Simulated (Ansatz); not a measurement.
Reactions of `CCC(=O)N(C)C`.

Computed with Ansatz on PBE0-D4/def2-TZVP structures; ΔE is electronic, products minus reactants. CBS: MP2 limit from def2 TZ/QZ plus the TZ coupled-cluster correction, frozen cores. This one scheme is used for every species. Functionals use def2-TZVPP. Each species was taken in one conformer, which may not be the lowest.

| reaction | ωB97X-V (kcal/mol) | PBE-D4 (kcal/mol) | HF/CBS(def2) (kcal/mol) | CCSD(T)/CBS(def2) (kcal/mol) |
| --- | --- | --- | --- | --- |
| `CCC(=O)N(C)C` + `CC(C)C` → `CN(C)C(=O)C(C)(C)C` + `CC` | 4.1 | 4.2 | 8.8 | 3.4 |
| `CCC(=O)N(C)C` + `C[SiH](S)S` → `CS[SiH](C)S` + `CC(=O)N(C)C` | 1.7 | 0.6 | 2.3 | 1.8 |
| `CCC(=O)N(C)C` + `BS` → `BSC` + `CC(=O)N(C)C` | 0.4 | -1.0 | 0.6 | 0.5 |
| `CCC(=O)N(C)C` + H₂S → `CCC(=O)S` + `CNC` | 11.1 | 9.0 | 9.6 | 10.3 |
| `CCC(=O)N(C)C` + CH₃OH → `CCCO` + `CN(C)C=O` | -0.6 | -1.2 | -2.3 | -0.4 |
| `CCC(=O)N(C)C` + `F[SiH]1C=N1` → `CC[Si]1(F)C=N1` + `CN(C)C=O` | -8.3 | -9.7 | -8.7 | -8.1 |

Largest T1 diagnostic: 0.015, for `BS`.
